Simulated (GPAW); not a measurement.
# Al2O3 (P-6m2) in GPAW: convergence with bands over the usual count

Aim: find how far bands over the usual count must go before the results for Al2O3 settle, at r2SCAN. This setting moves, with any that are tied to it; all else stays.

Everything below comes from runs of GPAW 26.7.0. Logs are shortened: lines on timing, memory, paths and dates and some standing lists are left out, and cuts for length are marked. The log counts tension as positive stress, the text compression.

### Step 1. The structure

It takes space group P-6m2 (No. 187, hexagonal). Conventional cell: a = 2.884 Å, b = 2.884 Å, c = 9.337 Å, α = 90.00°, β = 90.00°, γ = 120.00°. Around Al (site symmetry 3m) lie 3 O at 1.80 Å. O (site symmetry 3m) is surrounded by 3 Al at 1.80 Å. Around O (site symmetry -6m2) lie 6 Al at 2.18 Å.

Measurements of this composition are mostly on another form, of space group No. 167.

### Step 2. With bands over the usual count 0.72

run.py

```python
from ase.dft.bandgap import bandgap
from ase.io import read, write
from ase.units import GPa
from gpaw import GPAW, PW

atoms = read('Al2O3.xyz')

calc = GPAW(mode=PW(800),
            xc='MGGA_X_R2SCAN+MGGA_C_R2SCAN',
            kpts={'size': (7, 7, 2), 'gamma': True},
            occupations={'name': 'fermi-dirac', 'width': 0.05},
            nbands=18,
            convergence={'density': 1e-05, 'energy': 1e-05},
            maxiter=100,
            txt='gpaw.txt')
atoms.calc = calc
energy = atoms.get_potential_energy()
forces = atoms.get_forces()
stress = atoms.get_stress()
calc.write('gs.gpw')
write('result.traj', atoms)
print(f'Energy: {energy:.6f} eV')
print('Forces (eV/A):')
print(forces.round(4))
print('Stress (GPa):', (stress / GPa).round(3))
print('Fermi level:', round(calc.get_fermi_level(), 4), 'eV')
print(f'Gap: {bandgap(calc)[0]:.4f} eV, direct: {bandgap(calc, direct=True)[0]:.4f} eV')
```

Al2O3.xyz

```xyz
5
Lattice="2.8843249483 0.0000000000 0.0000000000 -1.4421624742 2.4978986780 0.0000000000 0.0000000000 0.0000000000 9.3367544600" Properties=species:S:1:pos:R:3 pbc="T T T"
Al     0.0000000000      0.0000000000      7.9363129039
Al     0.0000000000      0.0000000000      1.4004415561
O     -0.0000000002      1.6652657854      7.2610359657
O      1.4421624743      0.8326328926      0.0000000000
O     -0.0000000002      1.6652657854      2.0757184943
```

Potentials or basis: GPAW PAW data sets (gpaw-data 1.2.1), pw.

Launch:

```bash
$ OMP_NUM_THREADS=1 python run.py
```

gpaw.txt:

```text
__  _  _
 | _ |_)|_||  |
 |__||  | ||/\| - 26.7.0

Input parameters:
  mode=PW(ecut=800.0),
  convergence={'density': 1e-05, 'energy': 1e-05},
  kpts=MonkhorstPack(size=(7, 7, 2), gamma=True),
  maxiter=100,
  nbands=18,
  occupations=Occupations(name='fermi-dirac', width=0.05),
  xc=XC(name='MGGA_X_R2SCAN+MGGA_C_R2SCAN')

Diagonalizing LCAO Hamiltonian
Converting LCAO to pw mode

       Al

        O

       Al
           O

Atoms  # Å, Bohr magnetons
|   | symbol |         x |        y |        z |    initial magnetic moments |
|---|--------|-----------|----------|----------|-----------------------------|
| 0 |     Al |  0.000000 | 0.000000 | 7.936313 | ( 0.0000,  0.0000,  0.0000) |
| 1 |     Al |  0.000000 | 0.000000 | 1.400442 | ( 0.0000,  0.0000,  0.0000) |
| 2 |      O | -0.000000 | 1.665266 | 7.261036 | ( 0.0000,  0.0000,  0.0000) |
| 3 |      O |  1.442162 | 0.832633 | 0.000000 | ( 0.0000,  0.0000,  0.0000) |
| 4 |      O | -0.000000 | 1.665266 | 2.075718 | ( 0.0000,  0.0000,  0.0000) |

Unit cell  # Å
| periodic |         x |        y |        z |  lengths |     angles |
|----------|-----------|----------|----------|----------|------------|
|      yes |  2.884325 | 0.000000 | 0.000000 | 2.884325 |  90.000000 |
|      yes | -1.442162 | 2.497899 | 0.000000 | 2.884325 |  90.000000 |
|      yes |  0.000000 | 0.000000 | 9.336754 | 9.336754 | 120.000000 |

Number of symmetries: 12
Symmetry operations  # r_c * U_cc + t_c -> r_c
|    | kind |            matrix            |
|----|------|------------------------------|
|  0 |  σ   |  1, 1, 0,  0,-1, 0,  0, 0, 1 |
|  1 |  C2  |  1, 1, 0,  0,-1, 0,  0, 0,-1 |
|  2 |  E   |  1, 0, 0,  0, 1, 0,  0, 0, 1 |
|  3 |  σ   |  1, 0, 0,  0, 1, 0,  0, 0,-1 |
|  4 |  C3  |  0, 1, 0, -1,-1, 0,  0, 0, 1 |
|  5 |  S3  |  0, 1, 0, -1,-1, 0,  0, 0,-1 |
|  6 |  σ   |  0,-1, 0, -1, 0, 0,  0, 0, 1 |
|  7 |  C2  |  0,-1, 0, -1, 0, 0,  0, 0,-1 |
|  8 |  σ   | -1, 0, 0,  1, 1, 0,  0, 0, 1 |
|  9 |  C2  | -1, 0, 0,  1, 1, 0,  0, 0,-1 |
| 10 |  C3  | -1,-1, 0,  1, 0, 0,  0, 0, 1 |
| 11 |  S3  | -1,-1, 0,  1, 0, 0,  0, 0,-1 |

BZ-sampling:
  Number of BZ points: 98
  Number of IBZ points: 16

  Monkhorst-Pack size: [7, 7, 2]
  Monkhorst-Pack shift: [0.0, 0.0, 0.25]

K-points  # in reciprocal-cell coordinates
|     |                                coordinates |     weight |
|-----|--------------------------------------------|------------|
|   0 | (  0.00000000,   0.00000000,   0.00000000) | 0.01020408 |
|   1 | (  0.00000000,   0.00000000,   0.50000000) | 0.01020408 |
|   2 | (  0.14285714,   0.00000000,   0.00000000) | 0.06122449 |
|   3 | (  0.14285714,   0.00000000,   0.50000000) | 0.06122449 |
|   4 | (  0.28571429,  -0.14285714,   0.00000000) | 0.06122449 |
|   5 | (  0.28571429,  -0.14285714,   0.50000000) | 0.06122449 |
|   6 | (  0.28571429,   0.00000000,   0.00000000) | 0.06122449 |
|   7 | (  0.28571429,   0.00000000,   0.50000000) | 0.06122449 |
|   8 | (  0.42857143,  -0.14285714,   0.00000000) | 0.12244898 |
|   9 | (  0.42857143,  -0.14285714,   0.50000000) | 0.12244898 |
| ... |                                            |            |
|  15 | (  0.42857143,   0.42857143,   0.50000000) | 0.06122449 |

Plane wave coefficients: 3523
Cutoff: 800.0 eV

Spin-components: 1 (collinear spins)
Bands:           18
Projectors:      25
Spin-degeneracy: 2
Datatype:        complex128

Parallelization:
  kpt:    1
  domain: 1
  band:   1

Density:
  Valence electrons: 24.0
  Components: 1
  Grid points: [20 20 63]
  Charge: 0.0  # |e|

Potential:
  Grid points: [20 20 63]

species:
  Al:
    name:    Aluminium
    Z:       13.0
    valence: 3
    core:    10
    charge:  0.0  # [|e|]
    compensation charges:
      type: gauss
      rc: 0.34  # [Å]
      lmax: 2
    cutoffs:
      filter: 1.91  # [Å]
      core: 2.36  # [Å]
    projectors
    | kind |    occ | energy [eV] | rcut [Å] |
    |------|--------|-------------|----------|
    |   3s |  2.000 |      -7.753 |    1.085 |
    |   3p |  1.000 |      -2.712 |    1.085 |
    |    s |        |      19.459 |    1.085 |
    |    p |        |      24.499 |    1.085 |
    |    d |        |       0.000 |    1.085 |

    Using partial waves for Al as LCAO basis

  O:
    name:    Oxygen
    Z:       8.0
    valence: 6
    core:    2
    charge:  0.0  # [|e|]
    compensation charges:
      type: gauss
      rc: 0.21  # [Å]
      lmax: 2
    cutoffs:
      filter: 1.17  # [Å]
      core: 0.83  # [Å]
    projectors
    | kind |    occ | energy [eV] | rcut [Å] |
    |------|--------|-------------|----------|
    |   2s |  2.000 |     -23.961 |    0.688 |
    |   2p |  4.000 |      -9.029 |    0.598 |
    |    s |        |       3.251 |    0.688 |
    |    p |        |      18.182 |    0.598 |
    |    d |        |       0.000 |    0.619 |

    Using partial waves for O as LCAO basis

Reference energy: -19329.403433  # eV

eigensolver:
  PPCG
  Converge bands: occupied
  niter=2

density mixing:
  MSR1-Mixer
  Pratt-step length: 0.05
  Maximum mixing coefficient: 0.75
  Old densities: 10
  SVD Regularization: 0.005
  Good broyden scale: 1.0
  Trust region scale: 1.0
  Backstep threshold: 4.0
  History deletion threshold: 6.0
  Fourier metric: weight=20.0, sigma=0.015

occupation numbers:
  Fermi-Dirac:
    width: 0.0500  # eV

poisson solver:
  ecut: 6400.0  # eV

xc functional:
  name: MGGA_X_R2SCAN+MGGA_C_R2SCAN with 2 nearest neighbor stencil

convergence criteria:
- Maximum integral of absolute [dens]ity change: 1e-05 electrons / valence electron
- Maximum [total energy] change in last 3 cyles: 1e-05 eV / valence electron
- Maximum integral of absolute [eigenst]ate change: 4e-08 eV^2 / valence electron
maximum number of iterations: 100

SCF iterations
|iter     | |      energy | eigst |  dens |
|---------|-|-------------|-------|-------|
|iter:   1| |  -59.852331 | +0.05 |       |
|iter:   2| |  -49.149395 | -1.51 | -0.70 |
|iter:   3| |  -46.782899 | -0.49 | -0.75 |
|iter:   4| |  -46.943832 | -1.60 | -1.26 |
|iter:   5| |  -46.974877 | -2.13 | -1.55 |
|iter:   6| |  -46.977374 | -2.99 | -1.89 |
|iter:   7| |  -46.977474 | -4.73 | -2.89 |
|iter:   8| |  -46.977525c| -5.69 | -3.25 |
|iter:   9| |  -46.977526c| -6.94 | -4.02 |
|iter:  10| |  -46.977526c| -8.17c| -4.88 |
|iter:  11| |  -46.977526c| -8.15c| -5.29c|

Converged in 11 steps
Energy contributions relative to reference atoms: (reference = -19329.403433)

Energy contributions:
  Kinetic:          30.949289
  Coulomb:         -27.057706
  Zero:              0.486442
  External:          0.000000
  Xc:              -51.355551
  Entropy:          -0.000000
  Spinorbit:         0.000000
  ----------------------------
  Free energy:     -46.977526
  Extrapolated:    -46.977526

dipole moment: (-4.906895, -8.448343, -26.204124)  # |e|*Ang

Fermi level: 1.649
Eigenvalues  # (at kpt = [0.000, 0.000, 0.000])
| band index |      eig [eV] | occ [0-2] |
|------------|---------------|-----------|
|          0 |       -19.078 |     2.000 |
|        ... |               |           |
|          4 |        -1.579 |     2.000 |
|          5 |        -0.974 |     2.000 |
|          6 |        -0.973 |     2.000 |
|          7 |        -0.737 |     2.000 |
|          8 |        -0.736 |     2.000 |
|          9 |         0.021 |     2.000 |
|         10 |         0.021 |     2.000 |
|         11 |         0.329 |     2.000 |
|         12 |         6.218 |     0.000 |
|         13 |         8.829 |     0.000 |
|         14 |         9.322 |     0.000 |
|         15 |        10.672 |     0.000 |
|         16 |        14.637 |     0.000 |
|         17 |        16.031 |     0.000 |

Gap: 5.680 eV
Transition (v -> c):
  (s=0, k=2, n=11, [0.14, 0.00, 0.00]) -> (s=0, k=0, n=12, [0.00, 0.00, 0.00])
Direct/indirect transitions are different
Direct gap: 5.889 eV
Transition at: (s=0, k=0, n=11, [0.00, 0.00, 0.00])

Forces  # eV/Ang
|        x |        y |        z |
|----------|----------|----------|
| -0.00000 | -0.00000 | -0.09086 |  # Al   0
|  0.00000 | -0.00000 |  0.09086 |  # Al   1
|  0.00000 |  0.00000 |  0.28004 |  # O    2
| -0.00000 |  0.00000 |  0.00000 |  # O    3
|  0.00000 |  0.00000 | -0.28004 |  # O    4

Stress tensor  # eV/Ang^3
|        x |        y |        z |
|----------|----------|----------|
| 0.022507 | 0.000000 | 0.000000 |
| 0.000000 | 0.022507 | 0.000000 |
| 0.000000 | 0.000000 | 0.014213 |

# Writing to gs.gpw (mode='')
```

stdout:

```text
Energy: -46.977526 eV
Forces (eV/A):
[[-0.     -0.     -0.0909]
 [ 0.     -0.      0.0909]
 [ 0.      0.      0.28  ]
 [-0.      0.      0.    ]
 [ 0.      0.     -0.28  ]]
Stress (GPa): [3.606 3.606 2.277 0.    0.    0.   ]
Fermi level: 1.6491 eV
Gap: 5.6798 eV, direct: 5.8885 eV
```

It took 44 s on 1 thread of Arm Neoverse V2, shared host; peak memory 0.24 GiB.

Results:

```
Free energy            : -46.9775 eV
Pressure               : -3.2 GPa
Largest force          : 0.280 eV/Å
Band gap on the k mesh : 5.68 eV, indirect (least direct gap 5.89 eV)
```

### Step 3. With bands over the usual count 0.8

run.py, as its differences from that of step 2:

```diff
@@ -11,3 +11,3 @@
             occupations={'name': 'fermi-dirac', 'width': 0.05},
-            nbands=18,
+            nbands=20,
             convergence={'density': 1e-05, 'energy': 1e-05},
```

Al2O3.xyz is that of step 2.

Potentials or basis: GPAW PAW data sets (gpaw-data 1.2.1), pw.

Launch:

```bash
$ OMP_NUM_THREADS=1 python run.py
```

Wall time 48 s (1 thread of Arm Neoverse V2, shared host); peak memory 0.24 GiB.

It converged, with:

```yaml
Free_energy: -46.9775 eV
Pressure: -3.2 GPa
Largest_force: 0.280 eV/Å
Band_gap_on_the_k_mesh: 5.68 eV, indirect (least direct gap 5.89 eV)
```

### Step 4. With bands over the usual count 0.9

run.py, as its differences from that of step 3:

```diff
@@ -11,3 +11,3 @@
             occupations={'name': 'fermi-dirac', 'width': 0.05},
-            nbands=20,
+            nbands=22,
             convergence={'density': 1e-05, 'energy': 1e-05},
```

Al2O3.xyz is that of step 3.

Launch:

```bash
$ OMP_NUM_THREADS=1 python run.py
```

Wall time 53 s (1 thread of Arm Neoverse V2, shared host); peak memory 0.24 GiB.

It converged, with:

```
Free energy            : -46.9775 eV
Pressure               : -3.2 GPa
Largest force          : 0.280 eV/Å
Band gap on the k mesh : 5.68 eV, indirect (least direct gap 5.89 eV)
```

### Step 5. With bands over the usual count 1

run.py, as its differences from that of step 4:

```diff
@@ -11,3 +11,3 @@
             occupations={'name': 'fermi-dirac', 'width': 0.05},
-            nbands=22,
+            nbands=24,
             convergence={'density': 1e-05, 'energy': 1e-05},
```

Al2O3.xyz is that of step 4.

Launch:

```bash
$ OMP_NUM_THREADS=1 python run.py
```

Wall time 58 s (1 thread of Arm Neoverse V2, shared host); peak memory 0.25 GiB.

It converged, with:

```yaml
Free_energy: -46.9775 eV
Pressure: -3.2 GPa
Largest_force: 0.280 eV/Å
Band_gap_on_the_k_mesh: 5.68 eV, indirect (least direct gap 5.89 eV)
```

### Step 6. With bands over the usual count 1.3

run.py, as its differences from that of step 5:

```diff
@@ -11,3 +11,3 @@
             occupations={'name': 'fermi-dirac', 'width': 0.05},
-            nbands=24,
+            nbands=32,
             convergence={'density': 1e-05, 'energy': 1e-05},
```

Al2O3.xyz is that of step 5.

Potentials or basis: GPAW PAW data sets (gpaw-data 1.2.1), pw.

Launch:

```bash
$ OMP_NUM_THREADS=1 python run.py
```

Wall time 75 s (1 thread of Arm Neoverse V2, shared host); peak memory 0.25 GiB.

The run converged. Its results:

```yaml
Free_energy: -46.9775 eV
Pressure: -3.2 GPa
Largest_force: 0.280 eV/Å
Band_gap_on_the_k_mesh: 5.68 eV, indirect (least direct gap 5.89 eV)
```

### Step 7. With bands over the usual count 1.7

run.py, as its differences from that of step 6:

```diff
@@ -11,3 +11,3 @@
             occupations={'name': 'fermi-dirac', 'width': 0.05},
-            nbands=32,
+            nbands=41,
             convergence={'density': 1e-05, 'energy': 1e-05},
```

Al2O3.xyz is that of step 6.

Launch:

```bash
$ OMP_NUM_THREADS=1 python run.py
```

Wall time 93 s (1 thread of Arm Neoverse V2, shared host); peak memory 0.26 GiB.

The run converged. Its results:

```yaml
Free_energy: -46.9775 eV
Pressure: -3.2 GPa
Largest_force: 0.280 eV/Å
Band_gap_on_the_k_mesh: 5.68 eV, indirect (least direct gap 5.89 eV)
```

### Step 8. With bands over the usual count 2.5

run.py, as its differences from that of step 7:

```diff
@@ -11,3 +11,3 @@
             occupations={'name': 'fermi-dirac', 'width': 0.05},
-            nbands=41,
+            nbands=60,
             convergence={'density': 1e-05, 'energy': 1e-05},
```

Al2O3.xyz is that of step 7.

Launch:

```bash
$ OMP_NUM_THREADS=1 python run.py
```

Wall time 2.2 min (1 thread of Arm Neoverse V2, shared host); peak memory 0.28 GiB.

Results (log left out):

```yaml
Free_energy: -46.9775 eV
Pressure: -3.2 GPa
Largest_force: 0.280 eV/Å
Band_gap_on_the_k_mesh: 5.68 eV, indirect (least direct gap 5.89 eV)
```

### Step 9. The series at a glance

| bands over the usual count | energy less the tightest run, at zero smearing (meV/atom) | SCF cycles | CPU time (s) | peak memory (GiB) |
| --- | --- | --- | --- | --- |
| 0.72 | 0.00 | 11 | 44 | 0.24 |
| 0.8 | 0.00 | 11 | 48 | 0.24 |
| 0.9 | 0.00 | 11 | 53 | 0.24 |
| 1 | 0.00 | 11 | 58 | 0.25 |
| 1.3 | 0.00 | 11 | 75 | 0.25 |
| 1.7 | 0.00 | 11 | 93 | 0.26 |
| 2.5 | 0.00 | 11 | 130 | 0.28 |

Against the tightest run, the energy stays within 1 meV/atom from 0.72 on. The tightest run that finished is the yardstick and may itself not be fully converged.

Caveats: the PAW data sets were made with another functional, which shifts forces and pressure a little; an odd mesh through Γ misses points on the zone boundary, where band edges often lie.
